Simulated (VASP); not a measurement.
# SiO2 (Stishovite): cell size and functional

Aim: relax SiO2 (Stishovite) at several levels of theory and compare the cells. The starting structure is a measured crystal structure from the Crystallography Open Database. The first relaxation on each setting starts from this cell expanded by 3 % in volume.

Method: Kohn-Sham DFT with plane waves and PAW; PBEsol, LDA, PBE, PBEsol + D3(BJ), r2SCAN, r2SCAN + rVV10, vdW-DF-cx and AM05, in VASP 6.6.1.

**1. The starting structure**

Symmetry: P4_2/mnm, No. 136, tetragonal system. Conventional cell: a = 4.177 Å, b = 4.177 Å, c = 2.665 Å, α = 90.00°, β = 90.00°, γ = 90.00°. Si has 6 O at 1.76 to 1.81 Å nearest. Nearest to O lie 3 Si at 1.76 to 1.81 Å. Farther neighbours and most contacts between anions are not listed.

As a file:

```xyz
6
Lattice="4.1773 0.0000 0.0000 0.0000 4.1773 0.0000 0.0000 0.0000 2.6652" Properties=species:S:1:pos:R:3 pbc="T T T"
Si    2.0886    2.0886    1.3326
Si    0.0000    0.0000    0.0000
O     3.3665    0.8108    1.3326
O     2.8995    2.8995    0.0000
O     0.8108    3.3665    1.3326
O     1.2778    1.2778    0.0000
```

**2. Relaxation with PBEsol**

PBEsol restores the gradient expansion of exchange and is tuned for the cells of solids.

The input, INCAR:

```
SYSTEM = SiO2
PREC = Accurate
ENCUT = 520
EDIFF = 1E-06
NELM = 100
ISMEAR = 0
SIGMA = 0.03
LREAL = .FALSE.
ALGO = Normal
GGA = PS
NBANDS = 22
LORBIT = 11
LWAVE = .FALSE.
LCHARG = .FALSE.
KPAR = 8
IBRION = 2
NSW = 50
ISIF = 3
EDIFFG = -0.006
```

The input, POSCAR:

```
SiO2
1.0
    4.2186620959      0.0000000000      0.0000000000
    0.0000000000      4.2186620959      0.0000000000
    0.0000000000      0.0000000000      2.6915898351
Si O
2 4
Direct
    0.5000000000      0.5000000000      0.5000000000
    0.0000000000      0.0000000000      0.0000000000
    0.8059000000      0.1941000000      0.5000000000
    0.6941000000      0.6941000000      0.0000000000
    0.1941000000      0.8059000000      0.5000000000
    0.3059000000      0.3059000000      0.0000000000
```

The input, KPOINTS:

```
Automatic mesh
0
Gamma
6 6 8
0 0 0
```

PAW data sets: Si and O (PBE family, release 64).

Launch:

```sh
$ mpirun -np 8 vasp_std
```

What it wrote:

```text
[banner, memory and clock lines left out]
running    8 mpi-ranks, on    1 nodes
 distrk:  each k-point on    1 cores,    8 groups
 distr:  one band on    1 cores,    1 groups

 POSCAR found type information on POSCAR SiO
 POSCAR found :  2 types and       6 ions
|                                                                             |
|           W    W    AA    RRRRR   N    N  II  N    N   GGGG   !!!           |
|           W    W   A  A   R    R  NN   N  II  NN   N  G    G  !!!           |
|           W    W  A    A  R    R  N N  N  II  N N  N  G       !!!           |
|           W WW W  AAAAAA  RRRRR   N  N N  II  N  N N  G  GGG   !            |
|           WW  WW  A    A  R   R   N   NN  II  N   NN  G    G                |
|           W    W  A    A  R    R  N    N  II  N    N   GGGG   !!!           |
|                                                                             |
|     For optimal performance we recommend to set                             |
|       NCORE = 2 up to number-of-cores-per-socket                            |
|     NCORE specifies how many cores store one orbital (NPAR=cpu/NCORE).      |
|     This setting can greatly improve the performance of VASP for DFT.       |
|     The default, NCORE=1 might be grossly inefficient on modern             |
|     multi-core architectures or massively parallel machines. Do your        |
|     Unfortunately you need to use the default for GW and RPA                |
|     calculations (for HF NCORE is supported but not extensively tested      |
|     yet).                                                                   |
|                                                                             |

|                                                                             |
|               ----> ADVICE to this user running VASP <----                  |
|                                                                             |
|     You enforced a specific xc type in the INCAR file but a different       |
|     [... a line on the potential file left out ...]
|     I HOPE YOU KNOW WHAT YOU ARE DOING!                                     |
|                                                                             |

 LDA part: xc-table for (Slater+PW92), standard interpolation
 POSCAR, INCAR and KPOINTS ok, starting setup
 FFT: planning ... GRIDC
 FFT: planning ... GRID_SOFT
 FFT: planning ... GRID
 WAVECAR not read
 entering main loop
       N       E                     dE             d eps       ncg     rms          rms(c)
DAV:   1     0.149623346982E+03    0.14962E+03   -0.17968E+04  2216   0.140E+03
DAV:   2    -0.461044477277E+02   -0.19573E+03   -0.18764E+03  2928   0.300E+02
DAV:   3    -0.530844186206E+02   -0.69800E+01   -0.69497E+01  2800   0.572E+01
DAV:   4    -0.531326915936E+02   -0.48273E-01   -0.48251E-01  2698   0.555E+00
DAV:   5    -0.531331426749E+02   -0.45108E-03   -0.45104E-03  2782   0.515E-01    0.166E+01
DAV:   6    -0.490064905120E+02    0.41267E+01   -0.14419E+01  2608   0.256E+01    0.780E+00
DAV:   7    -0.489823564856E+02    0.24134E-01   -0.46327E-01  2554   0.448E+00    0.292E+00
DAV:   8    -0.489725103661E+02    0.98461E-02   -0.17301E-02  2662   0.129E+00    0.990E-01
DAV:   9    -0.489726174018E+02   -0.10704E-03   -0.47014E-03  2680   0.681E-01    0.262E-01
DAV:  10    -0.489727292071E+02   -0.11181E-03   -0.47274E-04  2644   0.170E-01    0.438E-02
DAV:  11    -0.489726999796E+02    0.29227E-04   -0.11080E-04  2722   0.772E-02    0.906E-03
DAV:  12    -0.489727001908E+02   -0.21124E-06   -0.67512E-06  2596   0.186E-02
   1 F= -.48972700E+02 E0= -.48972700E+02  d E =-.489727E+02
[...]
2 F= -.48963809E+02 E0= -.48963809E+02  d E =0.889070E-02
[...]
3 F= -.48982314E+02 E0= -.48982314E+02  d E =-.961416E-02
[...]
4 F= -.48982740E+02 E0= -.48982740E+02  d E =-.425149E-03
[...]
5 F= -.48982754E+02 E0= -.48982754E+02  d E =-.439832E-03
 curvature:  -0.55 expect dE=-0.247E-04 dE for cont linesearch -0.192E-07
 trial: gam= 0.06340 g(F)=  0.184E-04 g(S)=  0.264E-04 ort =-0.535E-05 (trialstep = 0.925E+00)
 search vector abs. value=  0.474E-04
 bond charge predicted
       N       E                     dE             d eps       ncg     rms          rms(c)
DAV:   1    -0.489827912714E+02   -0.36160E-04   -0.36899E-03  2362   0.490E-01    0.368E-02
DAV:   2    -0.489827750170E+02    0.16254E-04   -0.38270E-05  2758   0.474E-02    0.208E-02
DAV:   3    -0.489827659434E+02    0.90737E-05   -0.92140E-06  2698   0.256E-02    0.142E-03
DAV:   4    -0.489827659860E+02   -0.42629E-07   -0.57401E-07  1406   0.565E-03
   6 F= -.48982766E+02 E0= -.48982766E+02  d E =-.118015E-04
 trial-energy change:   -0.000012  1 .order   -0.000012   -0.000041    0.000016
 step:   0.6606(harm=  0.6606)  dis= 0.00015  next Energy=   -48.982769 (dE=-0.147E-04)
 reached required accuracy - stopping structural energy minimisation
```

It took 21 s on 8 MPI ranks of Intel Xeon Platinum 8259CL at 2.50GHz (Skylake/Cascade Lake), shared host; peak memory 1.6 GiB.

The logs omit lines about the potential files and the build; timing stands in the text.

Parts of OUTCAR (step 2):

```text
ion  position               nearest neighbor table
   1  0.500  0.500  0.500-   4 1.78   6 1.78   4 1.78   6 1.78   5 1.83   3 1.83
   2  0.000  0.000  0.000-   3 1.78   5 1.78   3 1.78   5 1.78   4 1.83   6 1.83
   3  0.806  0.194  0.500-   2 1.78   2 1.78   1 1.83
   4  0.694  0.694  0.000-   1 1.78   1 1.78   2 1.83
   5  0.194  0.806  0.500-   2 1.78   2 1.78   1 1.83
   6  0.306  0.306  0.000-   1 1.78   1 1.78   2 1.83

  LATTYP: Found a simple tetragonal cell.
 ALAT       =     4.2186620959
 C/A-ratio  =     0.6380197735

 Subroutine GETGRP returns: Found 16 space group operations
 (whereof  8 operations were pure point group operations)

The static configuration has the point symmetry D_2h.
 The point group associated with its full space group is D_4h.

 Found     50 irreducible k-points:

   k-points           NKPTS =     50   k-points in BZ     NKDIM =     50   number of bands    NBANDS=     22

   dimension x,y,z NGX =    32 NGY =   32 NGZ =   20
   dimension x,y,z NGXF=    64 NGYF=   64 NGZF=   40

   ENCUT  =  520.0 eV  38.22 Ry    6.18 a.u.   7.84  7.84  5.00*2*pi/ulx,y,z

   NELECT =      32.0000    total number of electrons

 k-points in reciprocal lattice and weights: Automatic mesh
   0.00000000  0.00000000  0.00000000       0.003
   0.16666667  0.00000000  0.00000000       0.014
   0.33333333  0.00000000  0.00000000       0.014
   0.50000000  0.00000000  0.00000000       0.007
   0.16666667  0.16666667  0.00000000       0.014
   0.33333333  0.16666667  0.00000000       0.028
   0.50000000  0.16666667  0.00000000       0.014
   0.33333333  0.33333333  0.00000000       0.014
   0.50000000  0.33333333  0.00000000       0.014
[...]
0.50000000  0.33333333  0.50000000       0.014
   0.50000000  0.50000000  0.50000000       0.003

 average (electrostatic) potential at core
       1 -81.1032       2 -81.1032       3 -66.8666       4 -66.8666       5 -66.8666
       6 -66.8666

 E-fermi :   8.1826

 k-point     1 :       0.0000    0.0000    0.0000
  band No.  band energies     occupation
    ...
     12       4.8498      2.00000
     13       5.4623      2.00000
     14       7.1157      2.00000
     15       7.1157      2.00000
     16       8.0010      2.00000
     17      13.3118      0.00000
     18      14.4284      0.00000
     19      16.1886      0.00000
     20      16.1886      0.00000
     21      18.8133      0.00000
    ...

 k-point     2 :       0.1667    0.0000    0.0000
  band No.  band energies     occupation
    ...
     12       4.9128      2.00000
     13       5.5095      2.00000
     14       6.5212      2.00000
     15       7.0675      2.00000
     16       7.7817      2.00000
     17      13.7599      0.00000
     18      14.6725      0.00000
     19      16.2523      0.00000
     20      16.2728      0.00000
     21      19.2582      0.00000
    ...

 k-point     3 :       0.3333    0.0000    0.0000
  band No.  band energies     occupation
    ...
     12       5.0817      2.00000
     13       5.2252      2.00000
     14       5.4691      2.00000
     15       6.9551      2.00000
     16       7.2653      2.00000
     17      14.6978      0.00000
     18      15.2701      0.00000
     19      16.4599      0.00000
     20      16.6277      0.00000
     21      19.1534      0.00000
    ...

  Total        0.0094727      0.0094727     -0.0193630     -0.0000000      0.0000000      0.0000000
  in kB        0.3215904      0.3215904     -0.6573548     -0.0000000      0.0000000      0.0000000
  external PRESSURE =      -0.0047247 kB  Pullay stress =       0.0000000 kB

  energy-cutoff  :      520.00
  volume of cell :       47.19
      direct lattice vectors                 reciprocal lattice vectors
     4.193536476  0.000000000  0.000000000     0.238462216 -0.000000000  0.000000000
     0.000000000  4.193536476  0.000000000    -0.000000000  0.238462216  0.000000000
     0.000000000  0.000000000  2.683623245     0.000000000  0.000000000  0.372630548

 POSITION                                       TOTAL-FORCE (eV/Angst)
 -----------------------------------------------------------------------------------
      2.09677      2.09677      1.34181         0.000000      0.000000      0.000000
      4.19354      4.19354      0.00000         0.000000      0.000000      0.000000
      3.37958      0.81396      1.34181        -0.002540      0.002540      0.000000
      2.91073      2.91073      0.00000         0.002540      0.002540      0.000000
      0.81396      3.37958      1.34181         0.002540     -0.002540      0.000000
      1.28281      1.28281      2.68362        -0.002540     -0.002540      0.000000
 -----------------------------------------------------------------------------------
    total drift:                                0.000000      0.000000      0.000000

  FREE ENERGIE OF THE ION-ELECTRON SYSTEM (eV)
  ---------------------------------------------------
  free  energy   TOTEN  =       -48.9827659860 eV

  energy  without entropy=      -48.9827659860  energy(sigma->0) =      -48.98276599

 reached required accuracy - stopping structural energy minimisation

 total charge
# of ion       s       p       d       tot
------------------------------------------
    1        0.589   0.870   0.000   1.459
    2        0.589   0.870   0.000   1.459
    3        1.544   3.664   0.000   5.208
    4        1.544   3.664   0.000   5.208
    5        1.544   3.664   0.000   5.208
    6        1.544   3.664   0.000   5.208
--------------------------------------------------
tot          7.354  16.397   0.000  23.751

[... 3 further parts left out ...]
```

CONTCAR:

```
SiO2
   1.00000000000000
     4.1935364761927758    0.0000000000000000    0.0000000000000000
     0.0000000000000000    4.1935364761927758    0.0000000000000000
     0.0000000000000000    0.0000000000000000    2.6836232454737114
  Si              O
     2     4
Direct
     0.5000000000000000    0.5000000000000000    0.5000000000000000
     1.0000000000000000    1.0000000000000000    0.0000000000000000
     0.8059010337740348    0.1940989662259652    0.5000000000000000
     0.6940989662259652    0.6940989662259652    0.0000000000000000
     0.1940989662259652    0.8059010337740348    0.5000000000000000
     0.3059010337740348    0.3059010337740348    1.0000000000000000
```

The PAW data sets were made with PBE, which is usual practice but a small mismatch for other functionals. The run keeps the 16 symmetry operations of its start, so it cannot find a distortion of lower symmetry.

With PBEsol the relaxed cell holds 7.866 Å³ an atom, +1.48 % against the measured cell, with a = 4.194 Å and c = 2.684 Å.

**3. Relaxation with LDA**

LDA, the lowest rung, knows the local density alone. This run starts from the cell of an earlier relaxation, which isn't shown; the restart sets up the plane waves anew.

INCAR, as its differences from that of step 2:

```diff
@@ -9,3 +9,3 @@
 ALGO = Normal
-GGA = PS
+GGA = CA
 NBANDS = 22
```

The input, POSCAR:

```
SiO2
1.0
    4.1567242454      0.0000000000      0.0000000000
    0.0000000000      4.1567242454      0.0000000000
    0.0000000000      0.0000000000      2.6669658503
Si O
2 4
Direct
    0.5000000000      0.5000000000      0.5000000000
    0.0000000000      0.0000000000      0.0000000000
    0.8054373747      0.1945626253      0.5000000000
    0.6945626253      0.6945626253      0.0000000000
    0.1945626253      0.8054373747      0.5000000000
    0.3054373747      0.3054373747      0.0000000000
```

KPOINTS is that of step 2.

The projector-augmented-wave data sets are Si and O (LDA family, release 64).

Launch:

```sh
$ mpirun -np 8 vasp_std
```

What it wrote:

```text
[banner, memory and clock lines left out]
running    8 mpi-ranks, on    1 nodes
[...]
[... a notice as in an earlier step ...]

 LDA part: xc-table for (Slater(with rela. corr.)+CA(PZ))
 , standard interpolation
 POSCAR, INCAR and KPOINTS ok, starting setup
[...]
entering main loop
       N       E                     dE             d eps       ncg     rms          rms(c)
DAV:   1     0.142455417072E+03    0.14246E+03   -0.18158E+04  2224   0.141E+03
DAV:   2    -0.500879828301E+02   -0.19254E+03   -0.18320E+03  2874   0.304E+02
DAV:   3    -0.568419277983E+02   -0.67539E+01   -0.67254E+01  2800   0.563E+01
DAV:   4    -0.568909282085E+02   -0.49000E-01   -0.48983E-01  2698   0.559E+00
[...]
DAV:  10    -0.519705370753E+02   -0.13972E-04   -0.20541E-04  2668   0.123E-01    0.605E-02
DAV:  11    -0.519705304450E+02    0.66303E-05   -0.26809E-05  2698   0.405E-02    0.166E-02
DAV:  12    -0.519705298916E+02    0.55336E-06   -0.28981E-06  2216   0.131E-02
   1 F= -.51970530E+02 E0= -.51970530E+02  d E =-.519705E+02
[...]
reached required accuracy - stopping structural energy minimisation
```

Run time: 5.6 s. Hardware: 8 MPI ranks; peak memory 1.3 GiB.

From OUTCAR (step 3):

```text
  Total       -0.0119875     -0.0119875     -0.0036952      0.0000000      0.0000000      0.0000000
  in kB       -0.4167909     -0.4167909     -0.1284787      0.0000000      0.0000000      0.0000000
  external PRESSURE =      -0.3206868 kB  Pullay stress =       0.0000000 kB

 POSITION                                       TOTAL-FORCE (eV/Angst)
 -----------------------------------------------------------------------------------
      2.07836      2.07836      1.33348         0.000000      0.000000      0.000000
      0.00000      0.00000      0.00000         0.000000      0.000000      0.000000
      3.34798      0.80874      1.33348         0.001441     -0.001441      0.000000
      2.88711      2.88711      0.00000        -0.001441     -0.001441      0.000000
      0.80874      3.34798      1.33348        -0.001441      0.001441      0.000000
      1.26962      1.26962      0.00000         0.001441      0.001441     -0.000000
 -----------------------------------------------------------------------------------
    total drift:                                0.000000     -0.000000      0.000000

  FREE ENERGIE OF THE ION-ELECTRON SYSTEM (eV)
  ---------------------------------------------------
  free  energy   TOTEN  =       -51.9705298916 eV

  energy  without entropy=      -51.9705298916  energy(sigma->0) =      -51.97052989

[... 2 parts as in an earlier step ...]

[... 2 further parts left out ...]
[key lines of the parts left out:]
E-fermi :   8.4379
```

With LDA the relaxed cell holds 7.680 Å³ an atom, -0.92 % against the measured cell, with a = 4.157 Å and c = 2.667 Å. That is -2.36 % from PBEsol.

**4. Relaxation with PBE**

PBE, the usual starting point, adds the gradient of the density.

INCAR, as its differences from that of step 3:

```diff
@@ -9,3 +9,3 @@
 ALGO = Normal
-GGA = CA
+GGA = PE
 NBANDS = 22
```

The input, POSCAR:

```
SiO2
1.0
    4.2186620959      0.0000000000      0.0000000000
    0.0000000000      4.2186620959      0.0000000000
    0.0000000000      0.0000000000      2.6915898351
Si O
2 4
Direct
    0.5000000000      0.5000000000      0.5000000000
    0.0000000000      0.0000000000      0.0000000000
    0.8059000000      0.1941000000      0.5000000000
    0.6941000000      0.6941000000      0.0000000000
    0.1941000000      0.8059000000      0.5000000000
    0.3059000000      0.3059000000      0.0000000000
```

KPOINTS is that of step 3.

The projector-augmented-wave data sets are Si and O (PBE family, release 64).

Launch:

```sh
$ mpirun -np 8 vasp_std
```

What it wrote:

```text
[banner, memory and clock lines left out]
running    8 mpi-ranks, on    1 nodes
[...]
[... a notice as in an earlier step ...]

 LDA part: xc-table for (Slater+PW92), standard interpolation
 POSCAR, INCAR and KPOINTS ok, starting setup
[...]
entering main loop
       N       E                     dE             d eps       ncg     rms          rms(c)
DAV:   1     0.153158165329E+03    0.15316E+03   -0.18016E+04  2216   0.140E+03
DAV:   2    -0.438228442871E+02   -0.19698E+03   -0.18891E+03  2930   0.302E+02
DAV:   3    -0.508480868947E+02   -0.70252E+01   -0.69951E+01  2800   0.575E+01
DAV:   4    -0.508968096102E+02   -0.48723E-01   -0.48702E-01  2716   0.559E+00
[...]
DAV:  11    -0.463069388750E+02    0.42357E-04   -0.17455E-04  2692   0.959E-02    0.696E-03
DAV:  12    -0.463069400574E+02   -0.11824E-05   -0.84380E-06  2698   0.211E-02    0.454E-03
DAV:  13    -0.463069399537E+02    0.10366E-06   -0.11570E-06  1676   0.830E-03
   1 F= -.46306940E+02 E0= -.46306940E+02  d E =-.463069E+02
[... from here on, the cycles between the ionic steps are left out ...]
   2 F= -.46308446E+02 E0= -.46308446E+02  d E =-.150607E-02
   3 F= -.46309403E+02 E0= -.46309403E+02  d E =-.246315E-02
   4 F= -.46309859E+02 E0= -.46309859E+02  d E =-.455794E-03
   5 F= -.46309882E+02 E0= -.46309882E+02  d E =-.478765E-03
   6 F= -.46309956E+02 E0= -.46309956E+02  d E =-.746325E-04
 trial-energy change:   -0.000075  1 .order   -0.000075   -0.000178    0.000029
 step:   0.7655(harm=  0.7655)  dis= 0.00008  next Energy=   -46.309959 (dE=-0.767E-04)
 reached required accuracy - stopping structural energy minimisation
```

Elapsed: 22 s, on 8 MPI ranks; peak memory 1.6 GiB; 2.3 min of CPU time.

Parts of OUTCAR (step 4):

```text
  Total       -0.0137605     -0.0137605      0.0118001      0.0000000      0.0000000      0.0000000
  in kB       -0.4567295     -0.4567295      0.3916614      0.0000000      0.0000000      0.0000000
  external PRESSURE =      -0.1739325 kB  Pullay stress =       0.0000000 kB

 POSITION                                       TOTAL-FORCE (eV/Angst)
 -----------------------------------------------------------------------------------
      2.11688      2.11688      1.34649        -0.000000     -0.000000      0.000000
      4.23376     -0.00000      2.69297        -0.000000     -0.000000      0.000000
      3.41598      0.81778      1.34649         0.001746     -0.001746     -0.000000
      2.93466      2.93466      0.00000        -0.001746     -0.001746     -0.000000
      0.81778      3.41598      1.34649        -0.001746      0.001746      0.000000
      1.29910      1.29910      2.69297         0.001746      0.001746      0.000000
 -----------------------------------------------------------------------------------
    total drift:                                0.000000      0.000000      0.000000

  FREE ENERGIE OF THE ION-ELECTRON SYSTEM (eV)
  ---------------------------------------------------
  free  energy   TOTEN  =       -46.3099564970 eV

  energy  without entropy=      -46.3099564970  energy(sigma->0) =      -46.30995650

[... 2 parts as in an earlier step ...]

[... 2 further parts left out ...]
[key lines of the parts left out:]
E-fermi :   7.9692
```

With PBE the relaxed cell holds 8.045 Å³ an atom, +3.79 % against the measured cell, with a = 4.234 Å and c = 2.693 Å. That is +2.28 % from PBEsol.

(Part 1 of 3 ends here.)

[Lines on the potential files, build, host, timing and source positions are cut from VASP's logs without a mark.]

[Logs are printed without paths, hosts, clocks, repeated set-up lines and the standing remarks that a program may print on its own settings, such as how far it seeks lower states.]

[Hosts, paths, dates, database ids (printed as entryN), source tags and the programs' standing remarks are cut or masked in the printed files.]
